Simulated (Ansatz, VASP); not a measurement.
Two plane-wave programs on Yb

File INCAR:

```
SYSTEM = Yb
PREC = Accurate
ENCUT = 520
EDIFF = 1E-6
ISMEAR = 0
SIGMA = 0.05
LREAL = .FALSE.
LASPH = .TRUE.
NELM = 60
ALGO = Fast
ISIF = 2
LWAVE = .FALSE.
LCHARG = .FALSE.
GGA = PS
NBANDS = 18
```

KPOINTS

```
regular mesh
0
G
  14 14 14
  0 0 0
```

The input POSCAR:

```
Yb
1.0
    0.0000000000      2.7242381516      2.7242381516
    2.7242381516      0.0000000000      2.7242381516
    2.7242381516      2.7242381516      0.0000000000
Yb
1
Direct
    0.0000000000      0.0000000000      0.0000000000
```

Input for Ansatz:

```yaml
crystal:
  lattice:
    - [0.0, 2.7242381516, 2.7242381516]
    - [2.7242381516, 0.0, 2.7242381516]
    - [2.7242381516, 2.7242381516, 0.0]
  atoms:
    - { symbol: Yb, position: [0.0, 0.0, 0.0] }
basis:
  ecutwfc: 420
  ecutrho_ratio: 4
kpoints:
  mp_grid: { grid: [14, 14, 14] }
hamiltonian:
  xc: pbesol
scf:
  occupations: { method: gaussian, width: 0.05 }
output:
  forces: true
  stress: true
  eigenvalues: true
```

Alike in both runs: task single point; functional PBEsol; k mesh 14 × 14 × 14; occupations gaussian, width 0.05 eV; no spin polarisation.

|  | VASP | Ansatz |
| --- | --- | --- |
| version | VASP 6.6.1 | Ansatz 0.2.0 |
| potentials or method | VASP PAW PBE potentials, release 64 (Yb) | scalar-relativistic, plane waves, PAW |
| plane-wave cutoff (eV) | 520 | 420 |
| valence electrons in the cell | 24 | 24 |

|  | VASP | Ansatz | Ansatz less VASP |
| --- | --- | --- | --- |
| pressure (GPa) | -3.6 | -3.2 | +0.36 |

Caveats: the PAW data sets were made with another functional, which shifts forces and pressure a little (VASP). Spin polarisation is off, so any magnetic state and its effect on volume and gap are missing. The runs have no spin-orbit coupling, so splittings on Yb are missing.
